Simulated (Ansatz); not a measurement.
A run of Ansatz 0.2.0:

File input.yaml:

```yaml
crystal:
  lattice:
    - [-1.974727, 1.974727, 3.014058]
    - [1.974727, -1.974727, 3.014058]
    - [1.974727, 1.974727, -3.014058]
  atoms:
    - { symbol: O, position: [0.875, 0.959798, 0.584798] }
    - { symbol: O, position: [0.375, 0.290202, 0.415202] }
    - { symbol: O, position: [0.040202, 0.625, 0.915202] }
    - { symbol: O, position: [0.709798, 0.125, 0.084798] }
    - { symbol: C, position: [0.0, 0.0, 0.0] }
    - { symbol: C, position: [0.75, 0.25, 0.5] }
hamiltonian:
  xc: pbe
  pseudopotentials: { kind: paw }
  dispersion: d4
kpoints:
  mp_grid: { grid: [9, 9, 9] }
scf:
  occupations: { method: fermi_dirac, width: 0.05 }
output:
  forces: true
  stress: true
  write_density: true
  write_potential: true
  elf: true
  volumetric_format: npy
relax:
  f_tol: 0.01
  max_steps: 40
  cell: { stress_tol: 0.05 }
```

Potentials or basis: Ansatz PAW.

Launch:

```console
$ ansatz run input.yaml --threads 2 --pin off --max-ram 5632MiB --backend cpu --events-out ev --progress --plain --runs-dir out
```

Hardware: 2 threads of Intel(R) Xeon(R) 6975P-C (Granite Rapids), with other jobs on the host.

Question: Estimate the wall time of this run.

Answer: It took 14 s on 2 threads of Intel(R) Xeon(R) 6975P-C (Granite Rapids) (shared host), peak memory 0.43 GiB. Counts: scf iterations 32, plane waves 909, k points 75, bands 22, ion steps 7.
